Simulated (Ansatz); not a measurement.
## BN (P6_3/mmc): converging the high-frequency dielectric constant

What does it take to converge ε∞ of BN (P6_3/mmc), and how much does the functional matter?

Program: Ansatz 0.2.0. Level of theory: linear response on several functionals, plane waves, PAW. Results are calculated unless marked as measured.

**Experimental background.**

- ε∞ 2.86: out-of-plane, parallel to c, high-frequency; optical measurements (quoted from earlier work); bulk crystal (quoted in “Dielectric permittivity, conductivity and breakdown field of hexagonal boron nitride”, 2022, arxiv:2201.05826).

- ε∞ 4.95: in-plane, perpendicular to c, high-frequency; optical measurements (quoted from earlier work); bulk crystal (quoted in “Dielectric permittivity, conductivity and breakdown field of hexagonal boron nitride”, 2022, arxiv:2201.05826).

This is a report of a sequence of runs, with most program output left out.

In doubt: masses and optical values from hybrid runs of this build are listed as unsure (step 14), which bears on optical spectra.

## Step 1: The structure

It takes space group P6_3/mmc (No. 194, hexagonal). Conventional cell: a = 2.504 Å, b = 2.504 Å, c = 6.661 Å, α = 90.00°, β = 90.00°, γ = 120.00°. B has 3 N at 1.45 Å nearest. Nearest to N lie 3 B at 1.45 Å. Farther neighbours and most contacts between anions are not listed.

The cell and positions come from the Crystallography Open Database and are kept as given unless a step says otherwise. The default PAW set here is soft_2. Its files were made with PBE.

## Step 2: Perturbation theory, PBE, 6×6×2

This step: dielectric response by perturbation theory, PBE, plane waves, PAW.

input.yaml

```yaml
crystal:
  lattice:
    - [2.50399, 0.0, 0.0]
    - [-1.251995, 2.1685189508, 0.0]
    - [0.0, 0.0, 6.6612]
  atoms:
    - { symbol: B, position: [0.3333333333, 0.6666666667, 0.25] }
    - { symbol: B, position: [0.6666666667, 0.3333333333, 0.75] }
    - { symbol: "N", position: [0.3333333333, 0.6666666667, 0.75] }
    - { symbol: "N", position: [0.6666666667, 0.3333333333, 0.25] }
kpoints:
  mp_grid: { grid: [6, 6, 2] }
hamiltonian:
  xc: pbe
scf:
  occupations: { method: fixed }
dielectric:
  field_mesh: kpoints
```

Run with:

```console
$ ansatz run input.yaml --threads 2 --pin off --max-ram 92160MiB --backend cuda --events-out ev --progress --plain --runs-dir out --devices 1 --max-vram 13GiB  # rebuilt from the run's record
```

Run time: 5.2 s. Hardware: 1 × NVIDIA H100 80GB HBM3 (shared by 6 runs) with 2 threads of AMD EPYC 7R13 (Zen 3), shared host; peak memory 0.91 GiB.

One over ε∞ averages 0.27, near the quarter of exact exchange in PBE0.

High-frequency dielectric tensor:

```
4.64 0.00 0.00
0.00 4.64 0.00
0.00 0.00 2.66
```

## Step 3: Perturbation theory, PBE, 12×12×4

Edit input.yaml of step 2 so:

```diff
@@ -11,3 +11,3 @@
 kpoints:
-  mp_grid: { grid: [6, 6, 2] }
+  mp_grid: { grid: [12, 12, 4] }
 hamiltonian:
```

The job ended after 9.3 s (1 × NVIDIA H100 80GB HBM3 (shared by 6 runs) with 2 threads; peak memory 1.1 GiB).

High-frequency dielectric tensor:

```
4.73 0.00 0.00
0.00 4.73 0.00
0.00 0.00 2.68
```

## Step 4: Perturbation theory, PBE, 18×18×6

Edit input.yaml of step 3 so:

```diff
@@ -11,3 +11,3 @@
 kpoints:
-  mp_grid: { grid: [12, 12, 4] }
+  mp_grid: { grid: [18, 18, 6] }
 hamiltonian:
```

Elapsed: 49 s, on 1 × NVIDIA H100 80GB HBM3 (shared by 6 runs) with 2 threads; peak memory 1.5 GiB; 86 s of CPU time.

## Step 5: Perturbation theory, LDA, 9×9×4 (response on 400 points)

ε∞ sets how strongly the crystal screens. Perturbation theory gives it with local fields and without a sum over empty bands.

This step: dielectric response by perturbation theory, LDA, plane waves, PAW.

Edit input.yaml of step 4 so:

```diff
@@ -11,8 +11,7 @@
 kpoints:
-  mp_grid: { grid: [18, 18, 6] }
+  mp_grid: { grid: [9, 9, 4] }
 hamiltonian:
-  xc: pbe
+  xc: lda
 scf:
   occupations: { method: fixed }
-dielectric:
-  field_mesh: kpoints
+dielectric: {}
```

Elapsed: 24 s, on 1 × NVIDIA H100 80GB HBM3 (shared by 6 runs) with 2 threads; peak memory 1.1 GiB; 29 s of CPU time.

Numbers from this step:

- stated error of ε∞: 0.014

## Step 6: Perturbation theory, r2SCAN, 9×9×4 (response on 400 points)

This step: dielectric response by perturbation theory, r2SCAN, plane waves, PAW.

Edit input.yaml of step 5 so:

```diff
@@ -13,3 +13,3 @@
 hamiltonian:
-  xc: lda
+  xc: r2scan
 scf:
```

Elapsed: 52 s, on 1 × NVIDIA H100 80GB HBM3 (shared by 6 runs) with 2 threads; peak memory 1.6 GiB; 27 s of CPU time.

This step gave:

```yaml
stated_error_of_eps_infinity: 0.013
```

## Step 7: Perturbation theory, PBEsol, 9×9×4 (response on 400 points)

This step: dielectric response by perturbation theory, PBEsol, plane waves, PAW.

Edit input.yaml of step 6 so:

```diff
@@ -13,3 +13,3 @@
 hamiltonian:
-  xc: r2scan
+  xc: pbesol
 scf:
```

Elapsed: 24 s, on 1 × NVIDIA H100 80GB HBM3 (shared by 6 runs) with 2 threads; peak memory 1.2 GiB.

This step gave:

```yaml
stated_error_of_eps_infinity: 0.013
```

## Step 8: Perturbation theory, PBE, 9×9×4 (response on 400 points)

This step: dielectric response by perturbation theory, PBE, plane waves, PAW.

Edit input.yaml of step 7 so:

```diff
@@ -13,3 +13,3 @@
 hamiltonian:
-  xc: pbesol
+  xc: pbe
 scf:
```

Wall time 27 s (1 × NVIDIA H100 80GB HBM3 (shared by 6 runs) with 2 threads); peak memory 1.2 GiB; 18 s of CPU time.

This step gave:

| Quantity | Value |
| --- | --- |
| stated error of ε∞ | 0.017 |

## Step 9: Sum over states, PBE, 6×6×2

This step: independent-particle optics on PBE, plane waves, PAW.

Edit input.yaml of step 8 so:

```diff
@@ -11,3 +11,3 @@
 kpoints:
-  mp_grid: { grid: [9, 9, 4] }
+  mp_grid: { grid: [6, 6, 2] }
 hamiltonian:
@@ -16,2 +16,4 @@
   occupations: { method: fixed }
-dielectric: {}
+  n_extra_bands: 24
+output:
+  optics: { e_range: [0, 30], de: 0.1, sigma: 0.2 }
```

It took 9.1 s on 1 × NVIDIA H100 80GB HBM3 (shared by 6 runs) with 2 threads; peak memory 0.94 GiB.

This step gave:

| Property | Result |
| --- | --- |
| ε∞ without local fields (xx, yy, zz) | 4.835, 4.835, 3.006 |
| electrons in the f-sum (xx, yy, zz) | 13.33, 13.33, 12.25 |
| bands in the explicit sum (the static value is completed to all bands) | 32 |

The sum gives ε∞ = 4.83 and 3.01 without local fields.

The ε₂ has structure finer than the step of the table below, so its rows give means over 1 eV, whole bins alone (the curve runs from 0 to 30 eV). Peaks (eV: height): xx=yy 5.7: 13.6, 14.1: 9.34; zz 5.0: 1.30, 9.9: 7.71, 13.5: 5.95, 18.2: 1.68.

Independent particles, no local fields, Gaussian width 0.2 eV. Table of ε₂ by photon energy; means over each step:

| photon energy (eV) | xx=yy | zz |
| --- | --- | --- |
| 3 | 0 | 0 |
| 4 | 0.0661 | 0.0160 |
| 5 | 6.48 | 1.05 |
| 6 | 9.63 | 0.805 |
| 7 | 3.02 | 0.453 |
| 8 | 1.44 | 0.328 |
| 9 | 0.842 | 0.753 |
| 10 | 0.595 | 6.27 |
| 11 | 0.665 | 4.19 |
| 12 | 0.701 | 2.37 |
| 13 | 4.41 | 3.63 |
| 14 | 8.36 | 4.18 |
| 15 | 5.09 | 1.23 |
| 16 | 3.38 | 0.719 |
| 17 | 2.74 | 0.603 |
| 18 | 2.13 | 1.23 |
| 19 | 1.61 | 1.20 |
| 20 | 1.30 | 1.12 |
| 21 | 1.07 | 0.808 |
| 22 | 0.798 | 0.479 |
| 23 | 0.672 | 0.731 |
| 24 | 0.534 | 0.735 |
| 25 | 0.441 | 0.620 |
| 26 | 0.399 | 0.847 |
| 27 | 0.296 | 0.961 |
| 28 | 0.290 | 0.889 |
| 29 | 0.190 | 0.573 |

## Step 10: Sum over states, PBE, 12×12×4

Edit input.yaml of step 9 so:

```diff
@@ -11,3 +11,3 @@
 kpoints:
-  mp_grid: { grid: [6, 6, 2] }
+  mp_grid: { grid: [12, 12, 4] }
 hamiltonian:
```

Elapsed: 25 s, on 1 × NVIDIA H100 80GB HBM3 (shared by 6 runs) with 2 threads; peak memory 1.1 GiB.

This step gave:

```yaml
eps_infinity_without_local_fields_xx_yy_zz: 4.834, 4.834, 3.006
electrons_in_the_f_sum_xx_yy_zz: 13.33, 13.33, 12.24
bands_in_the_explicit_sum_the_static_value_is_completed_to_all_bands: 32
```

The sum gives ε∞ = 4.83 and 3.01 without local fields.

The ε₂ has structure finer than the step of the table below, so its rows give means over 1 eV, whole bins alone (the curve runs from 0 to 30 eV). Peaks (eV: height): xx=yy 5.7: 13.6, 14.1: 9.34; zz 5.0: 1.30, 9.9: 7.73, 13.5: 5.95, 18.2: 1.69.

Independent particles, no local fields, Gaussian width 0.2 eV. ε₂ against photon energy; means over each step:

| photon energy (eV) | xx=yy | zz |
| --- | --- | --- |
| 3 | 0 | 0 |
| 4 | 0.0663 | 0.0161 |
| 5 | 6.48 | 1.05 |
| 6 | 9.63 | 0.806 |
| 7 | 3.01 | 0.453 |
| 8 | 1.44 | 0.327 |
| 9 | 0.841 | 0.748 |
| 10 | 0.594 | 6.28 |
| 11 | 0.665 | 4.18 |
| 12 | 0.699 | 2.37 |
| 13 | 4.41 | 3.63 |
| 14 | 8.36 | 4.18 |
| 15 | 5.09 | 1.23 |
| 16 | 3.38 | 0.717 |
| 17 | 2.74 | 0.602 |
| 18 | 2.13 | 1.23 |
| 19 | 1.61 | 1.20 |
| 20 | 1.30 | 1.12 |
| 21 | 1.06 | 0.807 |
| 22 | 0.798 | 0.478 |
| 23 | 0.672 | 0.731 |
| 24 | 0.534 | 0.735 |
| 25 | 0.440 | 0.620 |
| 26 | 0.399 | 0.848 |
| 27 | 0.296 | 0.961 |
| 28 | 0.290 | 0.890 |
| 29 | 0.189 | 0.573 |

## Step 11: Sum over states, PBE, 18×18×6

Edit input.yaml of step 10 so:

```diff
@@ -11,3 +11,3 @@
 kpoints:
-  mp_grid: { grid: [12, 12, 4] }
+  mp_grid: { grid: [18, 18, 6] }
 hamiltonian:
```

Wall time 21 s (1 × NVIDIA H100 80GB HBM3 (shared by 6 runs) with 2 threads); peak memory 1.3 GiB; 36 s of CPU time.

Numbers from this step:

```
ε∞ without local fields (xx, yy, zz)                                   : 4.834, 4.834, 3.006
electrons in the f-sum (xx, yy, zz)                                    : 13.33, 13.33, 12.24
bands in the explicit sum (the static value is completed to all bands) : 32
```

The sum gives ε∞ = 4.83 and 3.01 without local fields.

## Step 12: A faulty input

Edit input.yaml of step 11 so:

```diff
@@ -11,3 +11,3 @@
 kpoints:
-  mp_grid: { grid: [18, 18, 6] }
+  mp_grid: { grid: [2, 2, 2] }
 hamiltonian:
```

It took 5.5 s on 1 × NVIDIA H100 80GB HBM3 (shared by 6 runs) with 2 threads; peak memory 0.93 GiB; 6.5 s of CPU time.

The run ended normally, though the input holds a fault or crude settings.

The fault: optics on a mesh far too coarse. So few points give a rough density and misweigh the transitions near the gap.

## Step 13: A faulty input

This step: dielectric response by perturbation theory, PBE, plane waves, PAW.

input.yaml, the sections that differ from step 12:

```yaml
kpoints:
  mp_grid: { grid: [1, 1, 1] }
scf:
  occupations: { method: fixed }
dielectric:
  field_mesh: kpoints
# crystal, hamiltonian: as in step 12
# output: removed
```

The job ended after 2.9 s (1 × NVIDIA H100 80GB HBM3 (shared by 6 runs) with 2 threads; peak memory 0.91 GiB; 2.5 s of CPU time).

The run ended normally, though the input holds a fault or crude settings.

The fault: perturbation theory at the zone centre alone. One point can't sample the zone of a small cell, so density and response are both far off.

## Step 14: Sum over states, HSE06, 9×9×4

The independent-particle spectrum shows where the oscillator strength lies, before excitons and local fields.

This step: independent-particle optics on HSE06, plane waves, PAW.

Edit input.yaml of step 13 so:

```diff
@@ -11,8 +11,9 @@
 kpoints:
-  mp_grid: { grid: [1, 1, 1] }
+  mp_grid: { grid: [9, 9, 4] }
 hamiltonian:
-  xc: pbe
+  xc: hse06
 scf:
   occupations: { method: fixed }
-dielectric:
-  field_mesh: kpoints
+  n_extra_bands: 13
+output:
+  optics: { e_range: [0, 30], de: 0.1, sigma: 0.2 }
```

Run time: 18 s. Hardware: 1 × NVIDIA H100 80GB HBM3 (shared by 6 runs) with 2 threads; peak memory 1.5 GiB.

This step gave:

* ε∞ without local fields (xx, yy, zz): 3.918, 3.918, 2.567
* electrons in the f-sum (xx, yy, zz): 13.46, 13.46, 9.715
* bands in the explicit sum (the static value is completed to all bands): 21

The sum gives ε∞ = 3.92 and 2.57 without local fields.

## Step 15: The values together

Times are wall times on 1 × NVIDIA H100 80GB HBM3 (shared by 6 runs) with 2 threads of AMD EPYC 7R13 (Zen 3), shared host, good to a factor of about two.

| run | ε∞, low | middle | high | mean | time |
| --- | --- | --- | --- | --- | --- |
| perturbation theory, PBE, 6×6×2 | 2.66 | 4.64 | 4.64 | 3.98 | 5.2 s |
| perturbation theory, PBE, 12×12×4 | 2.68 | 4.73 | 4.73 | 4.05 | 9.3 s |
| perturbation theory, PBE, 18×18×6 | 2.68 | 4.74 | 4.74 | 4.05 | 49 s |
| perturbation theory, LDA, 9×9×4 (response on 400 points) | 2.74 | 4.83 | 4.83 | 4.13 | 24 s |
| perturbation theory, r2SCAN, 9×9×4 (response on 400 points) | 2.63 | 4.40 | 4.40 | 3.81 | 52 s |
| perturbation theory, PBEsol, 9×9×4 (response on 400 points) | 2.73 | 4.80 | 4.80 | 4.11 | 24 s |
| perturbation theory, PBE, 9×9×4 (response on 400 points) | 2.68 | 4.74 | 4.74 | 4.05 | 27 s |
| sum over states, PBE, 6×6×2 | 3.01 | 4.83 | 4.83 | 4.23 | 9.1 s |
| sum over states, PBE, 12×12×4 | 3.01 | 4.83 | 4.83 | 4.22 | 25 s |
| sum over states, PBE, 18×18×6 | 3.01 | 4.83 | 4.83 | 4.22 | 21 s |
| sum over states, PBE, 2×2×2 (optics on a mesh far too coarse) | 3.14 | 5.18 | 5.18 | 4.50 | 5.5 s |
| perturbation theory, PBE, 1×1×1 (perturbation theory at the zone centre alone) | 2.39 | 2.39 | 2.55 | 2.44 | 2.9 s |
| sum over states, HSE06, 9×9×4 | 2.57 | 3.92 | 3.92 | 3.47 | 18 s |

## Step 16: What came out

```json
{
 "perturbation theory, PBE, 18×18×6": "2.68, 4.74, 4.74",
 "sum over states, PBE, 18×18×6": "3.01, 4.83, 4.83",
 "perturbation theory, LDA, 9×9×4 (response on 400 points)": "2.74, 4.83, 4.83",
 "perturbation theory, r2SCAN, 9×9×4 (response on 400 points)": "2.63, 4.40, 4.40",
 "perturbation theory, PBEsol, 9×9×4 (response on 400 points)": "2.73, 4.80, 4.80",
 "perturbation theory, PBE, 9×9×4 (response on 400 points)": "2.68, 4.74, 4.74",
 "sum over states, HSE06, 9×9×4": "2.57, 3.92, 3.92"
}
```

What this shows: By perturbation theory the mean goes from 3.98 on 6×6×2 to 4.05 on 18×18×6; the last step moves it by 0.1 %. By sum over states the mean goes from 4.23 on 6×6×2 to 4.22 on 18×18×6; the last step moves it by 0.0 %. The program integrates within each cell of the mesh, so this is no plain sum over the typed points. On 9×9×4 the functionals give 4.13 (LDA), 3.81 (r2SCAN), 4.11 (PBEsol) and 4.05 (PBE). The sum over HSE06 states gives 3.47; its wider gap lowers the response. Measured: 2.86 (out-of-plane, parallel to c, high-frequency, quoted 2022) and 4.95 (in-plane, perpendicular to c, high-frequency, quoted 2022). Faulty inputs that left ε∞ within 3 % of the sound run are not shown: four empty bands in the optics and cutoff far too low. Perturbation theory holds local fields and the xc kernel, the sum over states neither; ions are clamped in both.

[Paths, hosts, dates, memory and timing lines, banners, echoed tables and standing remarks are left out of the program output.]

[Logs are printed without paths, hosts, clocks, repeated set-up lines and the standing remarks that a program may print on its own settings, such as how far it seeks lower states.]

[Runs of the session that timed out or met a known fault of the program may be left out.]

[Cells called generated may have been cut or substituted from an entry of the Crystallography Open Database or the Materials Project.]

[Hosts, paths, dates, database ids (printed as entryN), source tags and the programs' standing remarks are cut or masked in the printed files.]
